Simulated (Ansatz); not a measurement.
# TaC under compression and expansion

```cif
data_structure
_symmetry_space_group_name_H-M 'P 1'
_symmetry_Int_Tables_number 1
_cell_length_a 3.1495
_cell_length_b 3.1495
_cell_length_c 3.1495
_cell_angle_alpha 60.000
_cell_angle_beta 60.000
_cell_angle_gamma 60.000
_cell_volume 22.09
loop_
_atom_site_label
_atom_site_type_symbol
_atom_site_fract_x
_atom_site_fract_y
_atom_site_fract_z
_atom_site_occupancy
Ta1 Ta 0.00000 0.00000 0.00000 1
C1 C 0.50000 0.50000 0.50000 1
```

The runs use the primitive cell with vectors (0.000, 2.227, 2.227), (2.227, 0.000, 2.227), (2.227, 2.227, 0.000) Å, to which the k mesh refers.

The conventional cell has a = 4.454 Å, b = 4.454 Å, c = 4.454 Å, α = 90.00°, β = 90.00°, γ = 90.00°. Ta (atom 1) has 6 C at 2.23 Å as nearest neighbours. C (atom 2) is surrounded by 6 Ta at 2.23 Å.

The cell comes from COD entry 9008731, which wasn't checked; take it as a given geometry.

Spin polarisation is left out, and whether a magnetic state lies lower isn't shown here.

Spin–orbit coupling is left out, though it moves levels of the heavy atoms by tenths of an eV or more.

Methods: DFT, PBEsol, all-electron LAPW, scalar-relativistic (Ansatz 0.2.0); DFT, PBEsol, PAW with Ansatz's default frozen-core files, scalar-relativistic (Ansatz 0.2.0).

For LAPW: a Γ-centred 13×13×13 k mesh, Fermi–Dirac smearing of 0.08 eV, basis error target 0.25 meV/atom, no spin polarisation. PAW takes a cutoff of 420 eV at this cell (files made with PBE, cores remade for this functional). The Ansatz runs share mesh, smearing and spin set-up. Plane-wave (PAW) pressures include the program's estimate of the Pulay term.

The cell above is scaled evenly, with fractional coordinates and shape held.

```tsv
V/V(cell)	V (Å³/atom)	P, LAPW (GPa)	P, PAW (GPa)	free energy over the lowest listed, PAW (meV/atom)
0.9400	10.382	19.66	20.07	33.4
0.9405	10.388	19.43	19.85	32.7
0.9600	10.603	11.17	11.47	11.7
0.9700	10.714	7.24	7.50	5.2
0.9800	10.824	3.51	3.73	1.3
0.9900	10.934	-0.03	0.15	0.0
1.0000	11.045	-3.38	-3.24	1.1
1.0100	11.155	-6.57	-6.46	4.4
1.0200	11.266	-9.59	-9.52	9.9
1.0300	11.376	-12.46	-12.42	17.5
1.0400	11.487	-15.19	-15.18	27.1
1.0600	11.708	-20.23	-20.27	51.5
```

Q: What do Birch–Murnaghan fits to the pressures give?

A: LAPW: V0 = 10.93 Å³/atom, B0 = 341 GPa, B0′ = 4.2; PAW: V0 = 10.94 Å³/atom, B0 = 344 GPa, B0′ = 4.2.

PAW's V0 lies 0.05 % from the all-electron value and its B0 0.9 %. Symmetry fixes shape and coordinates here, so this is the relaxed modulus.
